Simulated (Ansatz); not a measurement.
# 1T-IrSeTe monolayer in a perpendicular field, part 2 of 2

Wanted: the out-of-plane response of the 1T-IrSeTe monolayer. A positive field points along +c.

Ansatz 0.2.0; plane-wave DFT, PBE-D3(BJ), Ansatz PAW (set soft_1); PAW set soft_1.

So far. Step 2 (Relaxing the slab): The lattice constant a goes from 3.685 to 3.724 Å.

## 3. Atoms held, field 0

A sawtooth potential applies the field, turning back in the middle of the vacuum. With the dipole correction the typed value is the field outside the slab. The induced dipole is small, so the SCF threshold is tight.

The cell differs from the one that the last finished run ended in (c 36.803 → 20.843 Å).

File input.yaml:

```yaml
crystal:
  lattice:
    - [3.7237783661, 0.0, 0.0]
    - [-1.861889183, 3.2248866631, 0.0]
    - [0.0, 0.0, 20.8433219302]
  atoms:
    - { symbol: Te, position: [0.6666666667, 0.3333333333, 0.4317929757] }
    - { symbol: Ir, position: [0.0, 0.0, 0.5092331803] }
    - { symbol: Se, position: [0.3333333333, 0.6666666667, 0.5682070243] }
kpoints:
  mp_grid: { grid: [18, 18, 1] }
  band_path:
    path: [[0, 0, 0], [0.5, 0, 0], [0.33333333, 0.33333333, 0], [0, 0, 0]]
    npoints: 16
hamiltonian:
  xc: pbe
  dispersion: d3bj
  pseudopotentials: { kind: paw, azcp: { folder: soft_1 } }
scf:
  occupations: { method: fermi_dirac, width: 0.02585 }
  convergence: { dr2_threshold: 1.0e-10 }
efield:
  axis: 3
  dipole_correction: true
  ramp_position: 0.97
  ramp_width: 0.06
  amplitude: 0
output:
  dos: { projected: true, e_range: [-6, 5] }
  write_potential: true
  write_density: true
  volumetric_format: npy
  elf: true
```

On the command line:

```sh
> ansatz run input.yaml --threads 4 --pin off --max-ram 6144MiB --backend cpu --events-out ev --progress --plain --runs-dir out
```

Numbers of over 12 decimals in the logs are rounded to 6 here.

Output:

```text
[...]
Crystal: 3 atoms, lattice volume = 250.303 Å³
Basis set: ecut = 420 eV, 4905 PW (Γ)
Bands: 30, of which v1, the nominal top of the filled ones, is band 25 counted from 1 (24 counted from 0)
Symmetry: 6 space group operations
[...]
k-points: 37 of 324 (time reversal used)
[...]
SCF iter   1: F=—  HF=-24388.006685 eV  |F-HF|=—  |Δ(HF+E_count)|=         —  Δρ=2.57e-2  dr2=3.94e0  ethr=3.10e-3  p=-0.000 e·Å  D=-1.32e-6 V/Å  ΔV_dip=0.00 eV  dr2_dipole=1.57e-1  V_vac-E_F(+/−)=5.94/5.94 eV  ⟨swp⟩=11.0  Hψ=6122  notcnv=0
efield: sawtooth ramp at fractional position 0.9700 (set: `efield.ramp_position`, or a place that a band, a saddle search or an elastic batch's reference lends), width 0.0600; the density the first Hamiltonian is built on has a dipole p = -0.000 e·Å; the dipole correction subtracts the counter field D = -1.32e-6 V/Å, which shifts the + side's vacuum level by +0.00 eV against the − side's; the planar-averaged density in the ramp window peaks in size at 7.9e-6 e/Å³
[...]
SCF iter   2: F=—  HF=-24387.399870 eV  |F-HF|=—  |Δ(HF+E_count)|=   6.07e-1  Δρ=9.14e-3  dr2=1.60e-1  ethr=3.10e-3  p=-0.062 e·Å  D=-4.47e-2 V/Å  ΔV_dip=0.93 eV  dr2_dipole=1.62e-2  V_vac-E_F(+/−)=5.25/4.31 eV  ⟨swp⟩=3.1  Hψ=1879  notcnv=0  defer=37
[...]
SCF iter  11: F=-24387.395352 eV  HF=-24387.395352 eV  |F-HF|=1.13e-10  |Δ(HF+E_count)|=  3.27e-10  Δρ=8.26e-8  dr2=4.11e-11  ethr=1.00e-12  p=-0.013 e·Å  D=-9.38e-3 V/Å  ΔV_dip=0.20 eV  dr2_dipole=5.11e-12  V_vac-E_F(+/−)=4.92/4.72 eV  ⟨swp⟩=13.2  Hψ=4018  notcnv=0
SCF 1 converged in 11 iterations: F = -24387.395352 eV  dr2 = 4.11e-11
[...]
NSCF: frozen V_eff on 49 k-points
efield: sawtooth ramp at fractional position 0.9700 (kept from the solve that this one continues, or follows in the run), width 0.0600; the density the first Hamiltonian is built on has a dipole p = -0.013 e·Å; the dipole correction subtracts the counter field D = -9.38e-3 V/Å, which shifts the + side's vacuum level by +0.20 eV against the − side's; the planar-averaged density in the ramp window peaks in size at 8.1e-6 e/Å³
WARN: The output density's exchange-correlation potential varies sharply where the density is thin. Do not read a vacuum level from v_tot or v_xc, or from such a field of the output density. On a cell that repeats whose density bears no net charge and no dipole along the vacuum's axis use v_es (v_loc + v_h of the components); under efield.dipole_correction with no amplitude use v_es + v_field, which holds any externa [...]
SCF converged after 11 iterations
Free energy (F): -24387.395352 eV
[...]
Internal energy: -24387.390349 eV  (E = F + TS)
E sigma→0 (E₀):  -24387.392851 eV
Entropy (-TS):   -0.005003 eV (-1.668 meV/atom)
Fermi energy:    -0.080083 eV
Dipole field:    D = -0.009378 V/Å  (p = -0.012972 e·Å, saw-weighted, corrected)
Work function:   Φ+ = 4.9173 eV   Φ− = 4.7219 eV
Levels:          The Fermi level and band energies are counted from a zero that moves with the ramp; work functions are not
[...]
--- Band table (eV; the first three rows and the last of 37) ---
  k-point 0: bands = [... 21 lower, -1.9345, -0.6049, 0.0794, 0.0794, 3.1974, 3.1974, 3.6590, 4.4479, ... 1 higher]
  k-point 1: bands = [... 21 lower, -1.9058, -0.7330, 0.0980, 0.1080, 2.8700, 3.1226, 3.7828, 4.4994, ... 1 higher]
  k-point 2: bands = [... 21 lower, -1.8798, -0.9395, 0.1275, 0.1499, 2.2541, 2.9453, 4.0313, 4.6437, ... 1 higher]
  k-point 36: bands = [... 21 lower, -3.2089, -1.7621, -0.8976, -0.4661, 1.0824, 2.3845, 4.8014, 6.7798, ... 1 higher]
```

Run time: 14 s. Hardware: 4 threads of Arm Neoverse V1, shared host; peak memory 0.71 GiB; 53 s of CPU time.

The column dr2 measures how far the density is from self-consistency, as an energy; F and HF (Harris–Foulkes) agree once it is small.

This step gave:

```
energy at zero smearing        : -24387.3929 eV
work function, upper face      : 4.917 eV
work function, lower face      : 4.722 eV
dipole along the normal        : -0.01297 e·Å
step between the vacuum levels : 0.1955 eV
```

Running mean over a fixed 2.8 Å (it still follows the layers) of the planar mean; the ramp of the sawtooth is left out. Electron's electrostatic potential energy less the Fermi level against z:

```
z (Å)  electron's electrostatic potential energy less the Fermi level (eV)
  3.0                                                                 4.72
  3.5                                                                 4.72
  4.0                                                                 4.72
  4.5                                                                 4.72
  5.0                                                                 4.72
  5.5                                                                 4.70
  6.0                                                                 4.63
  6.5                                                                 4.36
  7.0                                                                 3.30
  7.5                                                                 1.37
  8.0                                                               -0.589
  8.5                                                                -2.67
  9.0                                                                -4.98
  9.5                                                                -7.48
 10.0                                                                -8.53
 10.5                                                                -8.20
 11.0                                                                -7.33
 11.5                                                                -5.90
 12.0                                                                -3.21
 12.5                                                               -0.239
 13.0                                                                 1.94
 13.5                                                                 3.29
 14.0                                                                 4.39
 14.5                                                                 4.80
 15.0                                                                 4.89
 15.5                                                                 4.91
 16.0                                                                 4.92
 16.5                                                                 4.92
 17.0                                                                 4.92
 17.5                                                                 4.92
```

The density of states has structure finer than the step of the table below, so its rows give means over 0.25 eV, whole bins alone (the curve runs from -6 to 1.99 eV). Peaks (eV: height): -4.900: 7.63, -4.680: 8.08, -4.400: 8.64, -3.850: 14.0, -1.810: 6.81, -1.530: 8.04, 0.180: 7.33.

Table of density of states by energy, zero at the Fermi level; means over each step:

energy (eV), density of states (states/eV a cell) and a bar:
```
    -5.75        1.5 ########
    -5.50        1.2 ######
    -5.25        2.8 ##############
    -5.00        3.0 ###############
    -4.75        5.9 ##############################
    -4.50        4.8 ########################
    -4.25        2.2 ###########
    -4.00        2.5 #############
    -3.75        3.4 #################
    -3.50        0.9 ####
    -3.25        2.7 ##############
    -3.00        1.8 #########
    -2.75        2.6 #############
    -2.50        2.9 ###############
    -2.25        2.3 ############
    -2.00        2.8 ##############
    -1.75        2.5 #############
    -1.50        4.2 #####################
    -1.25        3.1 ################
    -1.00        3.3 #################
    -0.75        2.0 ##########
    -0.50        2.4 ############
    -0.25        2.9 ###############
     0.00        2.2 ###########
     0.25        2.8 ##############
     0.50        0.0 
     0.75        0.0 
     1.00        0.0 
     1.25        1.2 ######
     1.50        1.8 #########
     1.75        2.5 #############
```

Projected DOS per atom over height of the atomic layer and energy from the Fermi level. Layers: Te Ir Se from below.

Values in states/eV, 22 rows by 3 columns, each cell a mean:
```
0.54 0.78 0.57
0.42 0.72 0.52
0.09 0.17 0.11
0.00 0.00 0.00
0.35 0.33 0.41
0.90 0.87 0.78
0.69 1.48 0.61
0.53 1.11 0.59
0.83 1.85 0.77
0.45 2.74 0.52
0.77 1.73 0.21
0.91 0.96 0.51
0.83 1.63 0.42
0.58 1.07 0.35
0.51 1.04 0.69
0.55 0.64 0.31
0.77 1.38 1.00
0.61 1.93 1.30
1.35 2.28 1.80
0.72 1.02 0.93
0.36 0.55 0.62
0.43 0.54 0.54
```
Columns: height of the atomic layer (Å) from 9 to 11.8 (not evenly spaced); rows upwards: energy from the Fermi level (eV) from -5.96 to 1.96.

The electronic bands at the labelled points (eV, zero at the Fermi level):

```
  point  band 22  band 23  band 24  band 25  band 26  band 27  band 28  band 29
      Γ    -1.85    -0.52     0.16     0.16     3.28     3.28     3.74     4.53
halfway    -2.01    -0.99    -0.09    -0.04     1.54     2.70     4.87     5.02
      M    -1.94    -1.54    -1.35    -1.26     2.47     2.80     4.05     5.25
halfway    -2.50    -1.56    -1.16    -0.50     1.61     2.58     4.66     6.43
      K    -3.13    -1.68    -0.82    -0.39     1.16     2.46     4.88     6.86
halfway    -1.83    -1.17    -0.51     0.17     1.62     2.07     5.27     5.55
      Γ    -1.85    -0.52     0.16     0.16     3.28     3.28     3.74     4.53
```

Electrostatic potential energy in the ca plane at fractional y = 0.000, with atoms of Ir within 0.2 Å of it. With pseudopotentials it is smooth inside the atoms' cores, unlike the true potential.

Ten even steps from '0' (-39 eV) to '9' (5 eV), each cell a mean:
```
99999999999999999830000589999999999999999999
99999999999999999862003799999999999999999999
99999999999999988887667899999999999999999999
99999999999999877788888888999999999999999999
99999999999999876789998878999999999999999999
99999999999999876789998888999999999999999999
99999999999999888888888889999999999999999999
99999999999999998875235899999999999999999999
99999999999999999850001699999999999999999999
99999999999999999830000489999999999999999999
```
Columns run along c (16.0 Å, from fractional 0.15 to 0.92 of the cell; values clipped at the 3rd and 97th percentile), rows up along a (3.7 Å). Atoms in or near the plane, at fractional coordinates: Ir at (0.51, 0.00).

Valence density in the ca plane at fractional y = 0.000, with atoms of Ir within 0.2 Å of it. It is the smooth field of the valence electrons, not physical close to the nuclei.

Values in e/Å³, 6 rows by 16 columns, each cell a mean:
```
0.0 0.0 0.0 0.0 0.0 0.1 0.8 6.0 1.5 0.1 0.0 0.0 0.0 0.0 0.0 0.0
0.0 0.0 0.0 0.0 0.0 0.2 0.3 0.9 0.4 0.1 0.0 0.0 0.0 0.0 0.0 0.0
0.0 0.0 0.0 0.0 0.1 0.3 0.3 0.2 0.3 0.2 0.0 0.0 0.0 0.0 0.0 0.0
0.0 0.0 0.0 0.0 0.1 0.3 0.3 0.3 0.3 0.2 0.0 0.0 0.0 0.0 0.0 0.0
0.0 0.0 0.0 0.0 0.0 0.1 0.4 1.9 0.6 0.1 0.0 0.0 0.0 0.0 0.0 0.0
0.0 0.0 0.0 0.0 0.0 0.1 1.0 7.7 2.0 0.1 0.0 0.0 0.0 0.0 0.0 0.0
```
Columns run along c (16.0 Å, from fractional 0.15 to 0.92 of the cell), rows up along a (3.7 Å). Atoms in or near the plane, at fractional coordinates: Ir at (0.51, 0.00).

ELF in the ca plane at fractional y = 0.000, with atoms of Ir within 0.2 Å of it. It is the smooth field of the valence electrons, not physical close to the nuclei.

Ten even steps from '0' (0.00) to '9' (0.72), each cell a mean:
```
00000000000000000012346777753210000000000000
00000000000000001123444677434210000000000000
00000000000000124566664444456542100000000000
00000000000000247887776334678875310000000000
00000000000001368997665323688987420000000000
00000000000001258997666323688886410000000000
00000000000000135777775334567653200000000000
00000000000000012345554465444321000000000000
00000000000000000012345777643210000000000000
00000000000000000001347867864210000000000000
```
Columns run along c (16.0 Å, from fractional 0.09 to 0.85 of the cell), rows up along a (3.7 Å). Atoms in or near the plane, at fractional coordinates: Ir at (0.51, 0.00).

The work function of the upper face is 4.92 eV.

## 4. Atoms held, field 0.1 V/Å

Edit input.yaml of step 3 so:

```diff
@@ -24,7 +24,6 @@
   dipole_correction: true
-  ramp_position: 0.97
-  ramp_width: 0.06
-  amplitude: 0
+  ramp_position: 0.9472
+  ramp_width: 0.0969
+  amplitude: 0.1
 output:
-  dos: { projected: true, e_range: [-6, 5] }
   write_potential: true
@@ -32,2 +31 @@
   volumetric_format: npy
-  elf: true
```

Output:

```text
[...]
Crystal: 3 atoms, lattice volume = 250.303 Å³
Basis set: ecut = 420 eV, 4905 PW (Γ)
Bands: 30, of which v1, the nominal top of the filled ones, is band 25 counted from 1 (24 counted from 0)
Symmetry: 6 space group operations
[...]
k-points: 37 of 324 (time reversal used)
[...]
k-point 0: bands = [... 21 lower, -1.9494, -0.5966, 0.0767, 0.0767, 3.1939, 3.1939, 3.5518, 4.4211, ... 1 higher]
  k-point 1: bands = [... 21 lower, -1.9203, -0.7282, 0.0952, 0.1083, 2.8672, 3.1190, 3.6547, 4.5363, ... 1 higher]
  k-point 2: bands = [... 21 lower, -1.8920, -0.9408, 0.1247, 0.1536, 2.2517, 2.9418, 3.8709, 4.7684, ... 1 higher]
  k-point 36: bands = [... 21 lower, -3.2125, -1.7641, -0.9038, -0.4680, 1.0763, 2.3833, 4.7841, 6.7432, ... 1 higher]
[key lines of the parts left out:]
SCF converged after 11 iterations
Free energy (F): -24387.395833 eV
Fermi energy:    -0.081627 eV
Dipole field:    D = 0.016323 V/Å  (p = 0.022578 e·Å, saw-weighted, corrected)
```

The job ended after 13 s (4 threads; peak memory 0.68 GiB).

The dipole is 0.0226 e·Å, 0.0356 e·Å from its value without field.

## 5. Single point, field -0.1 V/Å

Edit input.yaml of step 4 so:

```diff
@@ -26,3 +26,3 @@
   ramp_width: 0.0969
-  amplitude: 0.1
+  amplitude: -0.1
 output:
```

Output:

```text
[...]
Crystal: 3 atoms, lattice volume = 250.303 Å³
Basis set: ecut = 420 eV, 4905 PW (Γ)
Bands: 30, of which v1, the nominal top of the filled ones, is band 25 counted from 1 (24 counted from 0)
Symmetry: 6 space group operations
[...]
k-points: 37 of 324 (time reversal used)
[...]
k-point 0: bands = [... 21 lower, -1.9193, -0.6129, 0.0825, 0.0825, 3.2014, 3.2014, 3.7099, 4.2660, ... 1 higher]
  k-point 1: bands = [... 21 lower, -1.8910, -0.7376, 0.1011, 0.1080, 2.8730, 3.1265, 3.8452, 4.3218, ... 1 higher]
  k-point 2: bands = [... 21 lower, -1.8672, -0.9380, 0.1308, 0.1465, 2.2567, 2.9492, 4.1104, 4.4694, ... 1 higher]
  k-point 36: bands = [... 21 lower, -3.2049, -1.7598, -0.8910, -0.4638, 1.0890, 2.3860, 4.8184, 6.8114, ... 1 higher]
[key lines of the parts left out:]
SCF converged after 11 iterations
Free energy (F): -24387.398426 eV
Fermi energy:    -0.078200 eV
Dipole field:    D = -0.035060 V/Å  (p = -0.048497 e·Å, saw-weighted, corrected)
```

Run time: 13 s. Hardware: 4 threads; peak memory 0.68 GiB; 52 s of CPU time.

The dipole is -0.0485 e·Å, -0.0355 e·Å from its value without field.

## 6. Response, atoms held

This step: plane-wave DFT, PBE-D3(BJ), Ansatz PAW (set soft_1); response to a field along the normal, atoms held; PAW set soft_1 (Ansatz 0.2.0).

The dipoles give the slope, and the difference of two potentials shows where the field is screened.

This step gave:

| Quantity | Value |
| --- | --- |
| equivalent conductor thickness p/(ε₀AE) | 5.355 Å |
| distance between the outer atoms | 2.843 Å |

Dipole of the cell against applied field:

```
applied field (V/Å)  dipole of the cell (e·Å)
            -0.1000                   -0.0485
             0.0000                   -0.0130
             0.1000                    0.0226
```

Local field over the applied field, running mean. From the potentials at -0.1 and 0.1 V/Å; running mean over 2.5 Å. The local field over applied field by z:

z (Å), local field over applied field and a bar:
```
     4.05      0.998 ##############################
     4.34      0.997 ##############################
     4.78      0.993 ##############################
     5.07      0.987 ##############################
     5.50      0.971 #############################
     5.79      0.952 #############################
     6.08      0.920 ############################
     6.51      0.842 #########################
     6.80      0.768 #######################
     7.09      0.679 ####################
     7.53      0.533 ################
     7.82      0.432 #############
     8.25      0.284 ########
     8.54      0.196 ######
     8.83      0.124 ###
     9.26      0.056 #
     9.55      0.032 #
     9.84      0.019 
    10.28      0.013 
    10.57      0.020 
    11.00      0.041 #
    11.29      0.063 ##
    11.58      0.100 ###
    12.01      0.193 #####
    12.30      0.276 ########
    12.59      0.371 ###########
    13.03      0.520 ###############
    13.32      0.621 ###################
    13.75      0.765 #######################
    14.04      0.845 #########################
    14.33      0.904 ###########################
    14.76      0.957 #############################
    15.05      0.975 #############################
    15.34      0.986 ##############################
    15.78      0.994 ##############################
    16.07      0.997 ##############################
    16.50      0.999 ##############################
    16.79      0.999 ##############################
```

Electrons, planar mean, per unit field. The induced electron density by z:

```
z (Å)  induced electron density (e/Å³ per V/Å)
 4.05                                   7.1e-6
 4.34                                   1.3e-5
 4.78                                   3.3e-5
 5.07                                   6.0e-5
 5.50                                   1.4e-4
 5.79                                   2.4e-4
 6.08                                   4.1e-4
 6.51                                   8.6e-4
 6.80                                  0.00137
 7.09                                  0.00205
 7.53                                  0.00310
 7.82                                  0.00322
 8.25                                  0.00169
 8.54                                   9.2e-4
 8.83                                  0.00112
 9.26                                   5.6e-4
 9.55                                   2.3e-4
 9.84                                  -3.4e-4
10.28                                  -1.1e-4
10.57                                  -2.8e-4
11.00                                   1.5e-4
11.29                                  -4.4e-4
11.58                                  -4.4e-4
12.01                                  -6.3e-4
12.30                                 -0.00149
12.59                                 -0.00309
13.03                                 -0.00348
13.32                                 -0.00266
13.75                                 -0.00139
14.04                                  -8.3e-4
14.33                                  -4.8e-4
14.76                                  -2.1e-4
15.05                                  -1.1e-4
15.34                                  -6.2e-5
15.78                                  -2.4e-5
16.07                                  -1.3e-5
16.50                                  -4.9e-6
16.79                                  -2.6e-6
```

By hand: between -0.1 and 0.1 V/Å the dipole changes by 0.07108 e·Å, a slope of 0.3554 e·Å²/V. A perfect conductor of thickness t has p = ε₀AEt, so t = 180.95 × 0.3554 / 12.009 = 5.35 Å (e/ε₀ = 180.95 V·Å, A in Å²).

The induced dipole is that of a conductor 5.35 Å thick.

## 7. Outcome

| Property | Result |
| --- | --- |
| gap without field | none |
| work function, upper face | 4.92 eV |
| step between the vacuum levels | 0.195 eV |
| equivalent conductor thickness, atoms held | 5.35 Å |

In words: The induced dipole equals that of a perfect conductor 5.35 Å thick, while the outer atoms lie 2.84 Å apart. The two faces differ: the vacuum level above lies 0.20 eV higher than the one below. There is no gap over 0.03 eV, with or without the field. The first relaxation ran with spin and lost its moment, and the later runs have none; other magnetic states were not tried. Spin-orbit coupling is left out, which matters for the bands of elements this heavy.

[Logs are printed without paths, hosts, clocks, repeated set-up lines and the standing remarks that a program may print on its own settings, such as how far it seeks lower states.]

[Hosts, paths, dates, database ids (printed as entryN), source tags and the programs' standing remarks are cut or masked in the printed files.]

[Maps of the electrostatic potential energy from Ansatz leave out the sawtooth potential of an applied field or a dipole correction, so their vacuum need not be flat; planar profiles and work functions include it.]

[The density of states shown here was stored with 400 of the rows of the run's finer table, so its peaks can read low, often by over a quarter, or be missed, and its means over a window can be off by a tenth or more.]
